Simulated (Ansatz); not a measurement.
CdS in the rocksalt structure at its r2SCAN geometry, in Ansatz. The base run uses HSE06 on a modest mesh; each further run changes one setting, sensibly or not. Doubtful ones may also carry a cap on iterations. All numbers are computed, and spin polarisation is off unless an edit sets a moment.

Base input:
```yaml
crystal:
  lattice:
    - [0.0, 2.7267765442, 2.7267765442]
    - [2.7267765442, 0.0, 2.7267765442]
    - [2.7267765442, 2.7267765442, 0.0]
  atoms:
    - { symbol: Cd, position: [0.0, 0.0, 0.0] }
    - { symbol: S, position: [0.5, 0.5, 0.5] }
kpoints:
  mp_grid: { grid: [4, 4, 4] }
hamiltonian:
  xc: hse06
scf:
  occupations: { method: fixed }
  n_extra_bands: 4
output:
  forces: true
  stress: true
  eigenvalues: true
```

Base results:
```
Basis set: ecut = 420 eV, 821 PW (Γ)
Symmetry: 48 space group operations
Space group: Fm-3m (ITA 225)
k-points: 8 of 64
Exchange kernel: α = 0.2500, screened, ω = 0.2079 Å⁻¹, Wigner–Seitz truncation, v(0) = 1021.2039 eV·Å³, q-mesh 4×4×4
hybrid SCF converged: 2 outer / 9 inner (+5 warm-up)
Free energy (F): -9161.865559 eV
Fermi energy:    9.251982 eV
--- Stress (GPa, compression-positive) ---
        0.362378       0.000000       0.000000
        0.000000       0.362378       0.000000
        0.000000       0.000000       0.362378
  P = ⅓ Tr σ = 0.3624 GPa (3.624 kbar)
--- Band table (eV; the first three rows and the last of 8) ---
  k-point 0: bands = […, 0.3546, 0.3546, 0.3546, 8.4728, 8.4728, 8.4728, 11.2617, 19.5839, 19.5839, 19.5839]
  k-point 1: bands = […, 0.2915, 0.4527, 0.4527, 5.6751, 8.8373, 8.8373, 13.6735, 17.3124, 17.8963, 17.8963]
  k-point 2: bands = […, 0.1334, 0.5569, 0.5569, 3.9544, 9.2520, 9.2520, 13.6764, 16.2368, 16.2368, 17.7359]
  k-point 7: bands = […, 0.3639, 0.6265, 1.2180, 5.7446, 5.7446, 6.3162, 13.7738, 17.2122, 18.0268, 18.0268]
```
The gap over this mesh is 1.235 eV.

Run as `ansatz run input.yaml --threads 4 --pin off --max-ram 3686MiB --backend cpu --events-out ev --progress --plain --runs-dir out`.

Question: What happens with this change?
```yaml
scf:
  exx: { singularity: regularized }
```

Answer: Energy, stress and gap stay within 1 meV an atom, 0.1 GPa and 0.005 eV of the base. The result hardly depends on this setting here.

Question: The input is altered as follows. How does the run end?
```yaml
hamiltonian:
  xc: { exchange: pbe, correlation: pbe, exx: { coeff: 0.4, omega: 0.1 } }
```

Answer: That is 40 % exact exchange, screened with ω = 0.1 1/Å, against HSE06's 25 % screened at 0.208 1/Å. The mean stress moves by -1.2 GPa and the gap on the mesh by +1.207 eV (to 2.442). Totals of different functionals aren't comparable. The program warns that on this mesh the truncation of the exchange isn't bounded, so part of the change can be an error of the mesh.
```
Exchange kernel: α = 0.4000, screened, ω = 0.1000 Å⁻¹, Wigner–Seitz truncation, v(0) = 2868.0742 eV·Å³, q-mesh 4×4×4
hybrid SCF converged: 3 outer / 13 inner (+4 warm-up)
Free energy (F): -9164.658684 eV
Fermi energy:    8.552610 eV
--- Stress (GPa, compression-positive) ---
       -0.803526       0.000000       0.000000
        0.000000      -0.803526       0.000000
        0.000000       0.000000      -0.803526
  P = ⅓ Tr σ = -0.8035 GPa (-8.035 kbar)
```

Question: These lines are set or replaced. What follows?
```yaml
scf:
  max_iter: 79
basis:
  ecutrho_ratio: 8
```

Answer: Energy, stress and gap stay within 1 meV an atom, 0.1 GPa and 0.005 eV of the base. The result hardly depends on this setting here.

Question: These lines are set or replaced. What follows?
```yaml
hamiltonian:
  xc:
    exchange: pbe
    correlation: pbe
    exx: { coeff: -0.2, omega: 0.2078 }
```

Answer: The input is refused before any iteration.
```
Error: invalid value for `hamiltonian.xc.exx.coeff`: must be finite and in (0, 1]; got -0.2
```

Question: What happens with this change?
```yaml
scf:
  exx: { singularity: none }
```

Answer: Energy, stress and gap stay within 1 meV an atom, 0.1 GPa and 0.005 eV of the base. The result hardly depends on this setting here.

Question: These lines are set or replaced. What follows?
```yaml
scf:
  mixing: { preconditioner: kerker }
```

Answer: It converges in 14 iterations, as the base does. The result is the base's, as it should be for a key that only affects how the solution is found.

The runs are scalar-relativistic, without spin-orbit coupling.

The program warns that its thresholds are loose for a hybrid's stress.

The meshes of the hybrids are coarse, so their gaps aren't converged to the digits shown.
